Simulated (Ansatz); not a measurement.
Crystal: HfSiO4 (Hafnon).

```xyz
12
Lattice="-3.2862 3.2862 2.9816 3.2862 -3.2862 2.9816 3.2862 3.2862 -2.9816" Properties=species:S:1:pos:R:3 pbc="T T T"
Hf    0.0000    0.0000    0.0000
Hf    0.0000    3.2862    1.4908
Si    0.0000    0.0000    2.9816
Si    3.2862    0.0000    1.4908
O     2.0736    3.2862    1.0746
O     3.2863   -1.2126    2.5654
O     1.2126    0.0000    4.0562
O     3.2862    1.2126    2.5654
O     2.0736    0.0000    0.4162
O     0.0000    1.2126    1.9070
O     4.4989    0.0000    0.4162
O     3.2862    2.0736   -1.0746
```

* Program: Ansatz 0.2.0
* Task: relaxation of cell and atoms
* Functional: revPBE
* Dispersion: D4
* Potentials or basis: Ansatz PAW
* Cutoff: 420 eV (not typed: the program's choice for these potentials)
* k mesh: 5 × 5 × 5
* Occupations: fermi-dirac, width 0.05 eV
* Spin: no spin polarisation

At the start: volume 10.73 Å³/atom.

Q: Where does the relaxation end?

A: It ends after 8 steps and the volume is 10.88 Å³/atom (+1.4 %); space group I4_1/amd (No. 141, to 0.05 Å).

The path:
| step | energy change (eV) | largest force (eV/Å) | volume (Å³) |
| --- | --- | --- | --- |
| 1 | 0.0000 | 0.3900 | 128.80 |
| 2 | -0.0170 | 0.3026 | 130.22 |
| 3 | -0.0227 | 0.0179 | 130.57 |
| 4 | -0.0230 | 0.0040 | 130.57 |
| 5 | -0.0232 | 0.0027 | 130.54 |
| 6 | -0.0312 | 0.0026 | 130.54 |
| 7 | -0.0310 | 0.0002 | 130.59 |
| 8 | -0.0313 | 0.0003 | 130.59 |

Final structure:
```
Hf Si O
1.0
    -3.29751    3.29751    3.00251
     3.29751   -3.29751    3.00251
     3.29751    3.29751   -3.00251
Hf Si O
2 2 8
Cartesian
  0.0000 0.0000 0.0000
  0.0000 3.2975 1.5013
  0.0000 0.0000 3.0025
  3.2975 0.0000 1.5013
  2.0748 3.2975 1.0821
  3.2975 -1.2227 2.5834
  1.2227 0.0000 4.0846
  3.2975 1.2227 2.5834
  2.0748 0.0000 0.4191
  0.0000 1.2227 1.9204
  4.5202 0.0000 0.4191
  3.2975 2.0748 -1.0821
```

Caveat: the plane-wave basis is chosen anew once the cell has moved, so the energies of steps on either side of that aren't comparable; the pressure holds a Pulay correction of +0.7 GPa for the finite cutoff; the PAW data sets come from PBE, with cores solved anew for the run's functional, which leaves a small shift of forces and pressure.
